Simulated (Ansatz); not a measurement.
# BaF2: the cost of one run

Method: DFT, plane waves, PAW, no spin polarisation, in Ansatz 0.2.0.

### Step 1. The starting structure

The cell holds 24 atoms (Ba8F16): a = 8.760 Å, b = 8.760 Å, c = 8.760 Å, α = 60.00°, β = 60.00°, γ = 60.00°.

The coordinates stand in the first input below.

### Step 2. Run 1: PBE

input.yaml

```yaml
crystal:
  lattice:
    - [0.0, 6.1943275425, 6.1943275425]
    - [6.1943275425, 0.0, 6.1943275425]
    - [6.1943275425, 6.1943275425, 0.0]
  atoms:
    - { symbol: Ba, position: [0.0, 0.0, 0.0] }
    - { symbol: F, position: [0.125, 0.125, 0.125] }
    - { symbol: F, position: [0.375, 0.375, 0.375] }
    - { symbol: Ba, position: [0.0, 0.0, 0.5] }
    - { symbol: F, position: [0.125, 0.125, 0.625] }
    - { symbol: F, position: [0.375, 0.375, 0.875] }
    - { symbol: Ba, position: [0.0, 0.5, 0.0] }
    - { symbol: F, position: [0.125, 0.625, 0.125] }
    - { symbol: F, position: [0.375, 0.875, 0.375] }
    - { symbol: Ba, position: [0.0, 0.5, 0.5] }
    - { symbol: F, position: [0.125, 0.625, 0.625] }
    - { symbol: F, position: [0.375, 0.875, 0.875] }
    - { symbol: Ba, position: [0.5, 0.0, 0.0] }
    - { symbol: F, position: [0.625, 0.125, 0.125] }
    - { symbol: F, position: [0.875, 0.375, 0.375] }
    - { symbol: Ba, position: [0.5, 0.0, 0.5] }
    - { symbol: F, position: [0.625, 0.125, 0.625] }
    - { symbol: F, position: [0.875, 0.375, 0.875] }
    - { symbol: Ba, position: [0.5, 0.5, 0.0] }
    - { symbol: F, position: [0.625, 0.625, 0.125] }
    - { symbol: F, position: [0.875, 0.875, 0.375] }
    - { symbol: Ba, position: [0.5, 0.5, 0.5] }
    - { symbol: F, position: [0.625, 0.625, 0.625] }
    - { symbol: F, position: [0.875, 0.875, 0.875] }
kpoints:
  mp_grid: { grid: [2, 2, 2] }
hamiltonian:
  xc: pbe
scf:
  occupations: { method: fermi_dirac, width: 0.146 }
md:
  ensemble: nvt_langevin
  temperature: 1700
  timestep: 1.5
  n_steps: 30
  initial_velocities: maxwell_boltzmann
  seed: 7408
```

On the command line:

```sh
> ansatz run input.yaml --threads 4 --pin off --max-ram 3686MiB --backend cpu --events-out ev --progress --plain --runs-dir out
```

**Question.** How long does this run take on 4 threads of Intel Xeon at 2.50GHz (Skylake/Cascade Lake), shared host, and how much memory does it need?

About 5.2 min, with a peak of 1.8 GiB.
